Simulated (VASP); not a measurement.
The system is SnSe2.

```
Sn Se
1.0
     3.81100    0.00000    0.00000
    -1.90550    3.30042    0.00000
     0.00000    0.00000    6.13600
Sn Se
1 2
Direct
  0.00000 0.00000 0.00000
  0.66667 0.33333 0.75100
  0.33333 0.66667 0.24900
```

Base run:

| Quantity | Value |
| --- | --- |
| Program | VASP 6.6.1 |
| Functional | PBE |
| Potentials or basis | VASP PAW PBE potentials, release 64 (Sn_d, Se) |
| Cutoff | 520 eV |
| k mesh | 8 × 8 × 6 |
| Occupations | gaussian, width 0.02 eV |
| Spin | no spin polarisation |

Its results: band gap on the k mesh 0.76 eV, indirect (least direct gap 1.09 eV).

Q: The run is repeated on the same cell with these changes: functional from PBE to PBEsol. What comes out?

A: Band gap on the k mesh 0.68 eV, indirect (least direct gap 1.00 eV).

Caveats: spin-orbit coupling is left out, which moves the levels of the heavy elements.

A k mesh can miss the band edges.
